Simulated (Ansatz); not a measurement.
# Relaxing BP2

These are results of DFT PBE, scalar-relativistic, plane waves, PAW in Ansatz, not measurements. Cutoff 420 eV, Γ-centred k mesh, Gaussian smearing, no spin polarisation in the final step.

The start puts BP2 on the fluorite structure type (Fm-3m, No. 225), with B in place of Ca, P in place of F, at a guessed volume.

```yaml
crystal:
  lattice:
    - [0.00000, 2.71611, 2.71611]
    - [2.71611, 0.00000, 2.71611]
    - [2.71611, 2.71611, 0.00000]
  atoms:
    - { symbol: B, position: [0.00000, 0.00000, 0.00000] }
    - { symbol: P, position: [0.25000, 0.25000, 0.25000] }
    - { symbol: P, position: [0.75000, 0.75000, 0.75000] }
```

Cell and atoms relax at zero pressure; the relaxation can't lower the symmetry of the start. After a coarse first stage the cell is made exact in the group found at 0.06 Å.

Formation energies are uncorrected and refer to the elements' standard structures at the same level.

Question: What does it relax into?

Answer: It keeps Fm-3m (No. 225). The result has the fluorite structure. Conventional cell: a = 5.280 Å. B is coordinated by 8 P at 2.29 Å; around P lie 4 B at 2.29 Å and 6 P at 2.64 Å.

Space group Fm-3m (No. 225). a = 5.280 Å, b = 5.280 Å, c = 5.280 Å, α = 90.00°, β = 90.00°, γ = 90.00°
```csv
atom,site,symmetry,x,y,z
B,4a,m-3m,0.0000,0.0000,0.0000
P,8c,-43m,0.2500,0.7500,0.7500
```

Question: What are its volume, energy, density and gap?

Answer: The volume per atom is 12.27 Å³. The density is 3.28 g/cm³ and the energy over the elements is 1.03 eV/atom. The gap on the 16×16×16 mesh is 0 eV (a metal).

The final run used a 16×16×16 mesh on its 3-atom cell and 0.10 eV smearing. For metals, differences of a few meV/atom aren't resolved. A structure relaxed within its symmetry needn't be a true minimum. The steps took of the order of 16 core-seconds in all.

Cost: 3 runs of about 0.26 core-minutes in all, on Arm Neoverse V2 (shared hosts).